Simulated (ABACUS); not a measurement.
Here is an ABACUS 3.10.1 calculation.

File INPUT:

```
INPUT_PARAMETERS
suffix              SnSe2
calculation         nscf
basis_type          pw
pseudo_dir          ./
symmetry            -1
dft_functional      GGA_X_RPW86+GGA_C_PBE
ecutwfc             87.0
pseudo_rcut         10
nspin               1
nbands              34
ks_solver           dav
smearing_method     fd
smearing_sigma      0.00367493
scf_thr             1e-08
scf_nmax            100
mixing_type         broyden
mixing_beta         0.7
init_chg            file
pw_diag_thr         1e-07
out_band            1
kpar                4
```

File STRU:

```
ATOMIC_SPECIES
Sn 118.7100 Sn.upf
Se 78.9710 Se.upf

LATTICE_CONSTANT
1.8897261246

LATTICE_VECTORS
3.8110000000 0.0000000000 0.0000000000
-1.9055000000 3.3004228138 0.0000000000
0.0000000000 0.0000000000 6.1360000000

ATOMIC_POSITIONS
Direct

Sn
0.0
1
0.0000000000 0.0000000000 0.0000000000 1 1 1

Se
0.0
2
0.6666666667 0.3333333333 0.7510000000 1 1 1
0.3333333333 0.6666666667 0.2490000000 1 1 1
```

KPT

```
K_POINTS
12
Line
0.00000000 0.00000000 0.00000000 10 // G
0.50000000 0.00000000 0.00000000 10 // M
0.33333333 0.33333333 0.00000000 10 // K
0.00000000 0.00000000 0.00000000 10 // G
0.00000000 0.00000000 0.50000000 10 // A
0.50000000 0.00000000 0.50000000 10 // L
0.33333333 0.33333333 0.50000000 10 // H
0.00000000 0.00000000 0.50000000 1 // A
0.50000000 0.00000000 0.50000000 10 // L
0.50000000 0.00000000 0.00000000 1 // M
0.33333333 0.33333333 0.00000000 10 // K
0.33333333 0.33333333 0.50000000 1 // H
```

Potentials or basis: Ansatz NC PBE, plane waves.

Launch:

```bash
$ OMP_NUM_THREADS=1 mpirun -np 4 abacus > log
```

**Question.** Estimate the band gap along the path.

**Answer.** 0.71 eV, indirect (least direct gap 1.00 eV).

Levels at the corners of the path, in eV from the Fermi level:
```
point  band 19  band 20  band 21  band 22  band 23  band 24  band 25  band 26  band 27  band 28
    Γ    -1.10    -1.10    -0.78    -0.78    -0.40     0.60     2.63     4.26     4.26     7.88
    M    -4.80    -3.26    -3.04    -1.59    -0.70     0.76     3.44     5.09     5.17     6.87
    K    -4.02    -4.02    -3.70    -1.91    -1.91     0.98     6.25     6.25     6.80     7.07
    Γ    -1.10    -1.10    -0.78    -0.78    -0.40     0.60     2.63     4.26     4.26     7.88
    A    -2.45    -1.19    -1.19    -0.62    -0.62     2.00     2.59     3.99     3.99     7.84
    L    -5.25    -2.87    -2.34    -1.23    -1.09     0.45     3.90     4.47     5.63     5.94
    H    -4.54    -4.54    -4.07    -0.76    -0.76     2.09     4.37     4.37     5.82     7.84
    A    -2.45    -1.19    -1.19    -0.62    -0.62     2.00     2.59     3.99     3.99     7.84
    L    -5.25    -2.87    -2.34    -1.23    -1.09     0.45     3.90     4.47     5.63     5.94
    M    -4.80    -3.26    -3.04    -1.59    -0.70     0.76     3.44     5.09     5.17     6.87
    K    -4.02    -4.02    -3.70    -1.91    -1.91     0.98     6.25     6.25     6.80     7.07
    H    -4.54    -4.54    -4.07    -0.76    -0.76     2.09     4.37     4.37     5.82     7.84
```

Caveat: the density is read from an earlier self-consistent run, whose mesh may be coarse; spin-orbit coupling is left out, which moves the levels of the heavy elements.
